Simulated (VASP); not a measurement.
CdTe in VASP 6.6.1, single-point calculation

INCAR

```
LDAUU = 2.0 0
ENCUT = 520
LREAL = .FALSE.
SIGMA = 0.02
LDAU = .TRUE.
LDAUL = 2 -1
NELM = 120
LASPH = .TRUE.
LDAUTYPE = 2
LWAVE = .FALSE.
PREC = Accurate
LMAXMIX = 4
NSW = 0
ISIF = 2
ISMEAR = -1
LDAUJ = 0 0
EDIFF = 1E-7
IBRION = -1
LCHARG = .FALSE.
GGA = PE
NBANDS = 16
```

KPOINTS

```
KPOINTS created by Atomic Simulation Environment
0
Gamma
6 6 6
0 0 0
```

POSCAR

```
Cd Te
 1.0000000000000000
     0.0000000000000000    3.2799551162000000    3.1815564627000001
     3.2799551162000000    0.0000000000000000    3.1815564627000001
     3.2799551162000000    3.2799551162000000    0.0000000000000000
 Cd  Te
   1   1
Cartesian
  0.0000000000000000  0.0000000000000000  0.0000000000000000
  1.6399775581000000  1.6399775581000000  1.5907782313500001
```

The recommended PBE PAW datasets give the neutral cell 18 valence electrons.

Command

```
mpirun -np 1 vasp_std
```

OSZICAR

```
N       E                     dE             d eps       ncg     rms          rms(c)
DAV:   1     0.100368858629E+03    0.10037E+03   -0.83684E+03   968   0.975E+02
DAV:   2    -0.826982614726E+00   -0.10120E+03   -0.96453E+02  1168   0.231E+02
DAV:   3    -0.456757489650E+01   -0.37406E+01   -0.37360E+01  1192   0.478E+01
DAV:   4    -0.460097690989E+01   -0.33402E-01   -0.33400E-01  1472   0.400E+00
DAV:   5    -0.460111947978E+01   -0.14257E-03   -0.14257E-03  1200   0.209E-01    0.586E+00
DAV:   6    -0.440432395268E+01    0.19680E+00   -0.34810E-01  1136   0.697E+00    0.454E+00
DAV:   7    -0.439262229689E+01    0.11702E-01   -0.11221E-01  1128   0.220E+00    0.164E+00
DAV:   8    -0.439428125650E+01   -0.16590E-02   -0.13053E-02  1112   0.129E+00    0.492E-01
DAV:   9    -0.439471817410E+01   -0.43692E-03   -0.11313E-03  1184   0.346E-01    0.127E-01
DAV:  10    -0.439477961849E+01   -0.61444E-04   -0.12897E-04  1232   0.121E-01    0.646E-02
DAV:  11    -0.439481965131E+01   -0.40033E-04   -0.62512E-05  1104   0.563E-02    0.250E-02
DAV:  12    -0.439481973753E+01   -0.86214E-07   -0.24196E-06  1288   0.129E-02    0.117E-02
DAV:  13    -0.439482099491E+01   -0.12574E-05   -0.51161E-06  1136   0.102E-02    0.150E-02
DAV:  14    -0.439482090665E+01    0.88263E-07   -0.48481E-07  1224   0.457E-03
   1 F= -.43948209E+01 E0= -.43948209E+01  d E =-.466132E-10
```

From OUTCAR

```
k-points           NKPTS =     30   k-points in BZ     NKDIM =     30   number of bands    NBANDS=     16

   NELECT =      18.0000    total number of electrons

   dimension x,y,z NGX =    36 NGY =   36 NGZ =   36
   dimension x,y,z NGXF=    72 NGYF=   72 NGZF=   72

  energy-cutoff  :      520.00
  volume of cell :       68.46
      direct lattice vectors                 reciprocal lattice vectors
     0.000000000  3.279955116  3.181556463    -0.152441110  0.152441110  0.157155784
     3.279955116  0.000000000  3.181556463     0.152441110 -0.152441110  0.157155784
     3.279955116  3.279955116  0.000000000     0.152441110  0.152441110 -0.157155784

 k-points in reciprocal lattice and weights: KPOINTS created by Atomic Simulation Env
   0.00000000  0.00000000  0.00000000       0.005
   0.16666667  0.00000000  0.00000000       0.037
   0.33333333  0.00000000  0.00000000       0.037
   0.50000000  0.00000000  0.00000000       0.019
   0.16666667  0.16666667  0.00000000       0.009
   0.33333333  0.16666667  0.00000000       0.037
   0.50000000  0.16666667  0.00000000       0.037
  -0.33333333  0.16666667  0.00000000       0.037
   ...

 E-fermi :   2.7097

 k-point     1 :       0.0000    0.0000    0.0000
  band No.  band energies     occupation
      1      -8.8313      2.00000
      2      -6.7668      2.00000
      3      -6.7668      2.00000
      4      -6.7613      2.00000
      5      -6.5321      2.00000
      6      -6.5288      2.00000
      7       2.2054      2.00000
      8       2.2054      2.00000
      9       2.2974      2.00000
     10       3.0748      0.00000
     11       6.9282      0.00000
     12       6.9336      0.00000
     13       6.9336      0.00000
     14       9.7569      0.00000
     15      11.3397      0.00000
     16      11.7299      0.00000

 k-point     2 :       0.1667    0.0000    0.0000
  band No.  band energies     occupation
      1      -8.7551      2.00000
      2      -6.7510      2.00000
      3      -6.7473      2.00000
      4      -6.6608      2.00000
      5      -6.5322      2.00000
      6      -6.5301      2.00000
      7       0.5341      2.00000
      8       1.9772      2.00000
      9       2.0636      2.00000
     10       4.1591      0.00000
     11       7.0030      0.00000
     12       7.2465      0.00000
     13       7.2956      0.00000
     14      10.5800      0.00000
     15      10.6438      0.00000
     16      10.8988      0.00000

 k-point     3 :       0.3333    0.0000    0.0000
  band No.  band energies     occupation
      1      -8.6182      2.00000
      2      -6.7237      2.00000
      3      -6.7188      2.00000
      4      -6.5311      2.00000
      5      -6.5273      2.00000
      6      -6.3369      2.00000
      7      -1.2707      2.00000
      8       1.5947      2.00000
      9       1.7209      2.00000
     10       4.2324      0.00000
     11       7.4494      0.00000
     12       7.5861      0.00000
     13       8.5547      0.00000
     14      10.3461      0.00000
     15      11.1296      0.00000
     16      11.1328      0.00000

 ...

  Total        0.9764537      0.9764537      1.1512114      0.0000000      0.0000000      0.0000000
  in kB       22.8537156     22.8537156     26.9438852      0.0000000      0.0000000      0.0000000
  external PRESSURE =      24.2171055 kB  Pullay stress =       0.0000000 kB

 POSITION                                       TOTAL-FORCE (eV/Angst)
 -----------------------------------------------------------------------------------
      0.00000      0.00000      0.00000        -0.000000     -0.000000     -0.000000
      1.63998      1.63998      1.59078         0.000000      0.000000      0.000000
 -----------------------------------------------------------------------------------
    total drift:                               -0.000000     -0.000000      0.000000

  FREE ENERGIE OF THE ION-ELECTRON SYSTEM (eV)
  ---------------------------------------------------
  free  energy   TOTEN  =        -4.3948209066 eV

  energy  without entropy=       -4.3948209066  energy(sigma->0) =       -4.39482091
```

It converged. Results: gap between bands v and c on the k mesh 0.78 eV; least direct gap on the k mesh 0.78 eV; pressure 2.4 GPa. Band v is the last that the valence electrons fill when counted band by band, and c is the next.

For comparison, a separate PBE run of the intended cell, on usual settings and not on those above, gives a gap of 0.69 eV on its mesh and a pressure of 2.4 GPa.

The run above took about 34 s on one core of a shared host (Intel Xeon Platinum 8488C) and held 0.21 GiB at most.
